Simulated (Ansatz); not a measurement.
**CaO in the rocksalt structure**

**What was measured.** From a printed reference work, textbook, for a bulk crystal of CaO: lattice constant a 4.8105 Å.

The results are compared with them further down.

The computed numbers are results of PBEsol, scalar-relativistic (no spin polarisation) in the plane-wave PAW code Ansatz at 420 eV, 12×12×12 k-mesh, Gaussian smearing of 0.05 eV. The datasets are Ansatz's generated set soft_2.

```xyz
2
Lattice="0.0000 2.3834 2.3834 2.3834 0.0000 2.3834 2.3834 2.3834 0.0000" Properties=species:S:1:pos:R:3 pbc="T T T"
Ca    2.3834    2.3834    2.3834
O     0.0000    0.0000    0.0000
```

The compound is reported in the structure type of the start.

The cell above was scaled in volume, its shape and atoms being fixed by the lattice's symmetry. Energies are counted from the cell above.

The cell is relaxed to zero pressure at this level.

| V (Å³/atom) | ΔE (meV/atom) | P (GPa) | gap on the mesh (eV) |
| --- | --- | --- | --- |
| 13.00 | 8.4 | 5.2 | 3.52 |
| 13.27 | 2.1 | 2.5 | 3.53 |
| 13.54 | 0.0 | 0.0 | 3.54 |
| 13.81 | ? | ? | ? |
| 14.08 | 7.2 | -4.1 | 3.56 |

Fill in the withheld row.

ΔE (meV/atom): 1.9, P (GPa): -2.2, gap on the mesh (eV): 3.55.

What do the points give for the equilibrium volume, the bulk modulus and its pressure derivative (third-order Birch–Murnaghan)?

V0 = 13.54 Å³/atom, B0 = 115 GPa, B0′ = 4.3.

B0·V0 = 115.2 GPa × 13.54 Å³ = 9.74 eV/atom sets the scale: near the minimum ΔE ≈ ½ B0 V0 x², with x = V/V0 − 1, and a pressure of 1.2 GPa squeezes the volume by about 1 %. At the ends of the curve: x = −4.0 % predicts 7.8 meV/atom and the run gives 8.4; x = +4.0 % predicts 7.7 meV/atom and the run gives 7.2. The curve is steeper than the parabola on the compressed side and flatter on the expanded side: the bulk modulus rises with pressure.

**Against experiment.** Against the measured lattice constant a of CaO, 4.8105 Å (a printed reference work, textbook), the calculated 4.767 Å is off by -0.9 %. The calculation is for a static lattice, without zero-point motion or thermal expansion.

Kohn–Sham gaps of semilocal functionals lie under measured ones, often by a third or more.
